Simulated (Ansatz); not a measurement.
Computed with Ansatz, DFT PBE, scalar-relativistic, plane waves, PAW. All cells share a 420 eV cutoff and Γ-centred k meshes spaced at most about 0.3 Å⁻¹ (about 0.25 or finer for metals, 2π included). Spin is collinear in cells that carry moments; the others ran without spin or lost their moments.

Temperature and zero-point effects are left out.

Question: Order these relaxed structures of Cd4InO by energy, lowest first, with the energy over the lowest of them.
A. (parallel moments up to 0.8 μB) Space group P-6m2 (No. 187), hexagonal, a = 5.561 Å, c = 5.557 Å. Around Cd on a site of symmetry -6m2 lie 6 Cd at 3.21 Å, 3 O at 3.21 Å and 3 In at 3.21 Å; Cd on a site of symmetry mm2 has 4 Cd at 2.77–2.79 Å, 2 Cd at 3.21 Å and 2 In at 3.21 Å; around In lie 3 O at 3.21 Å and 9 Cd at 3.21 Å; O has 3 Cd at 3.21 Å and 3 In at 3.21 Å (long contacts).
B. (no moments) Space group P6/mmm (No. 191), hexagonal, a = 5.332 Å, c = 5.445 Å. Around Cd lie 2 Cd at 2.66–2.78 Å, 3 Cd at 3.08 Å, 3 O at 3.35 Å and 3 In at 3.38 Å; In has 2 O at 2.72 Å and 12 Cd at 3.38 Å; O is surrounded by 2 In at 2.72 Å and 12 Cd at 3.35 Å.
C. (parallel moments up to 0.4 μB) Space group P6/mmm (No. 191), hexagonal, a = 5.137 Å, c = 5.703 Å. Around Cd on its first site lie 5 Cd at 2.85–2.97 Å and 3 O at 2.97 Å; around Cd on its second site lie 5 Cd at 2.85–2.97 Å and 3 In at 2.97 Å; around In lie 2 O at 2.85 Å and 6 Cd at 2.97 Å; O has 2 In at 2.85 Å and 6 Cd at 2.97 Å.
D. (no moments) Space group P4/mmm (No. 123), tetragonal, a = 3.101 Å, c = 13.255 Å. Around Cd on its first site lie 1 Cd at 2.80 Å, 4 Cd at 3.10 Å and 4 In at 3.26 Å; Cd on its second site is surrounded by 4 O at 2.61 Å, 2 Cd at 2.80–2.83 Å and 4 Cd at 3.10 Å; around In lie 4 In at 3.10 Å and 8 Cd at 3.26 Å; around O lie 8 Cd at 2.61 Å and 4 O at 3.10 Å.

Answer: D (0 meV/atom), C (225 meV/atom), B (302 meV/atom), A (478 meV/atom). All come from invented guesses.

The magnetic state reached may not be the lowest. Cells relaxed within their symmetry can be saddle points. Some types were kept out of the candidates beforehand, so the set may lack a known form.
